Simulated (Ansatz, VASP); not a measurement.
**One calculation of MgTe, two programs**

The input INCAR:

```
PREC = Accurate
ENCUT = 520
EDIFF = 1E-6
ISMEAR = 0
SIGMA = 0.02
LREAL = False
LASPH = True
NELM = 100
ALGO = Fast
ISIF = 2
LWAVE = False
LCHARG = True
GGA = PS
LELF = True
LVHAR = True
NBANDS = 16
```

File KPOINTS:

```
Automatic mesh
0
Gamma
  9 9 4
```

Contents of POSCAR:

```
MgTe
1.0
    4.5112184080      0.0000000000      0.0000000000
   -2.2556092040      3.9068297433      0.0000000000
    0.0000000000      0.0000000000      8.0136657000
Mg Te
2 2
Direct
    0.3333333333      0.6666666667      0.0081135903
    0.6666666667      0.3333333333      0.5081135903
    0.3333333333      0.6666666667      0.3618864097
    0.6666666667      0.3333333333      0.8618864097
```

Input for Ansatz:

```yaml
crystal:
  lattice:
    - [4.511218408, 0.0, 0.0]
    - [-2.255609204, 3.9068297433, 0.0]
    - [0.0, 0.0, 8.0136657]
  atoms:
    - { symbol: Mg, position: [0.3333333333, 0.6666666667, 0.0081135903] }
    - { symbol: Mg, position: [0.6666666667, 0.3333333333, 0.5081135903] }
    - { symbol: Te, position: [0.3333333333, 0.6666666667, 0.3618864097] }
    - { symbol: Te, position: [0.6666666667, 0.3333333333, 0.8618864097] }
basis:
  ecutwfc: 420
kpoints:
  mp_grid: { grid: [9, 9, 4] }
hamiltonian:
  xc: pbesol
scf:
  occupations: { method: gaussian, width: 0.02 }
output:
  forces: true
  stress: true
  eigenvalues: true
  populations: true
```

Alike in both runs: task single point; functional PBEsol; k mesh 9 × 9 × 4; occupations gaussian, width 0.02 eV; no spin polarisation.

|  | VASP | Ansatz |
| --- | --- | --- |
| version | VASP 6.6.1 | Ansatz 0.2.0 |
| potentials or method | VASP PAW PBE potentials, release 64 (Mg, Te) | scalar-relativistic, plane waves, PAW |
| plane-wave cutoff (eV) | 520 | 420 |
| valence electrons in the cell | 16 | 52 |

```tsv
	VASP	Ansatz	Ansatz less VASP
gap on the k mesh at the Fermi level (eV)	1.75	1.75	+0.003
least direct gap on the mesh (eV)	1.75	1.75	+0.003
pressure (GPa)	-2.0	-2.0	-0.03
largest component of the traceless stress (GPa)	1.48	1.47	-0.007
rms of the force components (eV/Å)	0.158	0.158	-0.0001
```

Atom by atom the forces differ by 0.000 eV/Å (rms over components). The two sets of potentials don't hold the same shells in valence.

Caveats: the PAW data sets were made with another functional, which shifts forces and pressure a little (VASP); spin-orbit coupling is left out, which moves the levels of the heavy elements; an odd mesh through Γ misses points on the zone boundary, where band edges often lie.
